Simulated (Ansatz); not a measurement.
# BN: the cost of one run

Program: Ansatz 0.2.0. Level of theory: DFT PBE, scalar-relativistic, plane waves, PAW. These are calculated values, not measurements.

## Step 1: The system as given

Symmetry: F-43m, No. 216, cubic system. Conventional cell: a = 3.626 Å, b = 3.626 Å, c = 3.626 Å, α = 90.00°, β = 90.00°, γ = 90.00°. B (site symmetry -43m) is surrounded by 4 N at 1.57 Å. Around N (site symmetry -43m) lie 4 B at 1.57 Å.

As a file:

```
CELL_PARAMETERS angstrom
0.00000 5.43900 5.43900
5.43900 0.00000 5.43900
5.43900 5.43900 0.00000
ATOMIC_POSITIONS crystal
B 0.00000 0.00000 0.00000
B 0.00000 0.00000 0.33333
B 0.00000 0.00000 0.66667
B 0.00000 0.33333 0.00000
B 0.00000 0.33333 0.33333
B 0.00000 0.33333 0.66667
B 0.00000 0.66667 0.00000
B 0.00000 0.66667 0.33333
B 0.00000 0.66667 0.66667
B 0.33333 0.00000 0.00000
B 0.33333 0.00000 0.33333
B 0.33333 0.00000 0.66667
B 0.33333 0.33333 0.00000
B 0.33333 0.33333 0.33333
B 0.33333 0.33333 0.66667
B 0.33333 0.66667 0.00000
B 0.33333 0.66667 0.33333
B 0.33333 0.66667 0.66667
B 0.66667 0.00000 0.00000
B 0.66667 0.00000 0.33333
B 0.66667 0.00000 0.66667
B 0.66667 0.33333 0.00000
B 0.66667 0.33333 0.33333
B 0.66667 0.33333 0.66667
B 0.66667 0.66667 0.00000
B 0.66667 0.66667 0.33333
B 0.66667 0.66667 0.66667
N 0.25000 0.25000 0.25000
N 0.25000 0.25000 0.58333
N 0.25000 0.25000 0.91667
N 0.25000 0.58333 0.25000
N 0.25000 0.58333 0.58333
N 0.25000 0.58333 0.91667
N 0.25000 0.91667 0.25000
N 0.25000 0.91667 0.58333
N 0.25000 0.91667 0.91667
N 0.58333 0.25000 0.25000
N 0.58333 0.25000 0.58333
N 0.58333 0.25000 0.91667
N 0.58333 0.58333 0.25000
N 0.58333 0.58333 0.58333
N 0.58333 0.58333 0.91667
N 0.58333 0.91667 0.25000
N 0.58333 0.91667 0.58333
N 0.58333 0.91667 0.91667
N 0.91667 0.25000 0.25000
N 0.91667 0.25000 0.58333
N 0.91667 0.25000 0.91667
N 0.91667 0.58333 0.25000
N 0.91667 0.58333 0.58333
N 0.91667 0.58333 0.91667
N 0.91667 0.91667 0.25000
N 0.91667 0.91667 0.58333
N 0.91667 0.91667 0.91667
```

The runs take a perfect supercell of 54 atoms; the defect goes to fractional position (0.417, 0.417, 0.083).

## Step 2: The perfect supercell

The input, input.yaml:

```yaml
crystal:
  lattice:
    - [0.0, 5.439003, 5.439003]
    - [5.439003, 0.0, 5.439003]
    - [5.439003, 5.439003, 0.0]
  atoms:
    - { symbol: B, position: [0.0, 0.0, 0.0] }
    - { symbol: B, position: [0.0, 0.0, 0.333333] }
    - { symbol: B, position: [0.0, 0.0, 0.666667] }
    - { symbol: B, position: [0.0, 0.333333, 0.0] }
    - { symbol: B, position: [0.0, 0.333333, 0.333333] }
    - { symbol: B, position: [0.0, 0.333333, 0.666667] }
    - { symbol: B, position: [0.0, 0.666667, 0.0] }
    - { symbol: B, position: [0.0, 0.666667, 0.333333] }
    - { symbol: B, position: [0.0, 0.666667, 0.666667] }
    - { symbol: B, position: [0.333333, 0.0, 0.0] }
    - { symbol: B, position: [0.333333, 0.0, 0.333333] }
    - { symbol: B, position: [0.333333, 0.0, 0.666667] }
    - { symbol: B, position: [0.333333, 0.333333, 0.0] }
    - { symbol: B, position: [0.333333, 0.333333, 0.333333] }
    - { symbol: B, position: [0.333333, 0.333333, 0.666667] }
    - { symbol: B, position: [0.333333, 0.666667, 0.0] }
    - { symbol: B, position: [0.333333, 0.666667, 0.333333] }
    - { symbol: B, position: [0.333333, 0.666667, 0.666667] }
    - { symbol: B, position: [0.666667, 0.0, 0.0] }
    - { symbol: B, position: [0.666667, 0.0, 0.333333] }
    - { symbol: B, position: [0.666667, 0.0, 0.666667] }
    - { symbol: B, position: [0.666667, 0.333333, 0.0] }
    - { symbol: B, position: [0.666667, 0.333333, 0.333333] }
    - { symbol: B, position: [0.666667, 0.333333, 0.666667] }
    - { symbol: B, position: [0.666667, 0.666667, 0.0] }
    - { symbol: B, position: [0.666667, 0.666667, 0.333333] }
    - { symbol: B, position: [0.666667, 0.666667, 0.666667] }
    - { symbol: "N", position: [0.25, 0.25, 0.25] }
    - { symbol: "N", position: [0.25, 0.25, 0.583333] }
    - { symbol: "N", position: [0.25, 0.25, 0.916667] }
    - { symbol: "N", position: [0.25, 0.583333, 0.25] }
    - { symbol: "N", position: [0.25, 0.583333, 0.583333] }
    - { symbol: "N", position: [0.25, 0.583333, 0.916667] }
    - { symbol: "N", position: [0.25, 0.916667, 0.25] }
    - { symbol: "N", position: [0.25, 0.916667, 0.583333] }
    - { symbol: "N", position: [0.25, 0.916667, 0.916667] }
    - { symbol: "N", position: [0.583333, 0.25, 0.25] }
    - { symbol: "N", position: [0.583333, 0.25, 0.583333] }
    - { symbol: "N", position: [0.583333, 0.25, 0.916667] }
    - { symbol: "N", position: [0.583333, 0.583333, 0.25] }
    - { symbol: "N", position: [0.583333, 0.583333, 0.583333] }
    - { symbol: "N", position: [0.583333, 0.583333, 0.916667] }
    - { symbol: "N", position: [0.583333, 0.916667, 0.25] }
    - { symbol: "N", position: [0.583333, 0.916667, 0.583333] }
    - { symbol: "N", position: [0.583333, 0.916667, 0.916667] }
    - { symbol: "N", position: [0.916667, 0.25, 0.25] }
    - { symbol: "N", position: [0.916667, 0.25, 0.583333] }
    - { symbol: "N", position: [0.916667, 0.25, 0.916667] }
    - { symbol: "N", position: [0.916667, 0.583333, 0.25] }
    - { symbol: "N", position: [0.916667, 0.583333, 0.583333] }
    - { symbol: "N", position: [0.916667, 0.583333, 0.916667] }
    - { symbol: "N", position: [0.916667, 0.916667, 0.25] }
    - { symbol: "N", position: [0.916667, 0.916667, 0.583333] }
    - { symbol: "N", position: [0.916667, 0.916667, 0.916667] }
basis:
  ecutwfc: 420
  fft_grid_basis: typed
kpoints:
  mp_grid: { grid: [2, 2, 2] }
hamiltonian:
  xc: pbe
  pseudopotentials: { kind: paw }
scf:
  occupations: { method: gaussian, width: 0.05 }
output:
  forces: true
  stress: false
  eigenvalues: true
  bader: false
  write_density: true
  volumetric_format: npy
```

Run with:

```bash
$ ansatz run input.yaml --threads 4 --pin off --max-ram 10240MiB --backend cpu --events-out ev --progress --plain --runs-dir out
```

**Question.** How long does this run take on 4 threads of Intel Xeon Platinum 8488C (Sapphire Rapids), shared host, and how much memory does it need?

About 1.3 s, with a peak of 1.1 GiB.
